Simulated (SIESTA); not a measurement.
## ZnS (Wurtzite-4H) under changes of volume

One of the cells (19.805 Å³/atom); the others are scaled copies at fixed shape and fractional positions:

```
Zn S
1.0
     3.82270    0.00000    0.00000
    -1.91135    3.31056    0.00000
     0.00000    0.00000   12.52000
Zn S
4 4
Cartesian
  1.9114 1.1035 9.3900
  0.0000 2.2070 3.1300
  0.0000 0.0000 6.2600
  0.0000 0.0000 0.0000
  1.9114 1.1035 11.7375
  0.0000 2.2070 5.4775
  0.0000 0.0000 8.6075
  0.0000 0.0000 2.3475
```

* Program: SIESTA 5.4.2
* Functional: PBE
* Potentials or basis: PseudoDojo 0.5 standard (PBE files)
* Basis: DZP (energy shift 0.002 Ry)
* Grid cutoff: 800 Ry
* Energy shift: 0.002 Ry
* k mesh: 6 × 6 × 2
* Occupations: fermi-dirac, width 0.05 eV
* Spin: no spin polarisation

| volume (Å³/atom) | energy over the lowest point (meV/atom) | pressure (GPa) | gap on the mesh (eV) | largest force (eV/Å) |
| --- | --- | --- | --- | --- |
| 18.617 | ? | ? | ? | ? |
| 19.013 | 31.38 | 6.6 | 3.02 | 0.039 |
| 19.409 | 17.75 | 4.6 | 2.89 | 0.034 |
| 19.805 | 8.06 | 3.2 | 2.77 | 0.026 |
| 20.202 | 2.23 | 1.5 | 2.65 | 0.025 |
| 20.598 | 0.00 | 0.2 | 2.54 | 0.024 |
| 20.994 | 1.05 | -1.0 | 2.43 | 0.022 |

Question: What does the run at 18.617 Å³/atom give?

Answer: Energy over the lowest point 50.59 meV/atom; pressure 8.9 GPa; gap on the mesh 3.15 eV; largest force 0.044 eV/Å.

Worked out: A Birch-Murnaghan fit of order 3 (a polynomial in V^(-2/3)) to the other rows has its minimum at 20.66 Å³/atom with B0 = V·E''(V) = 70 GPa (rough, since the energies scatter) at fixed shape and positions, which overstates the stiffness. It gives 49.35 meV/atom at 18.617 Å³/atom, against the run's 50.59, and -dE/dV = 8.2 GPa, against 8.9. A straight line through the other rows of the gap, of slope -5.94 eV per unit of ln V (its deformation potential), extrapolates to 3.14 eV, against the run's 3.15.

Energies are extrapolated to zero smearing.

Caveats: semicore shells carry a single zeta, which can move pressures by several GPa and volumes by a few percent; the valence orbitals were made in a potential fitted to the semicore shell under them, which widens gaps by tenths of an eV or more; the basis of atomic orbitals isn't converged, which shifts pressures, moduli and gaps.
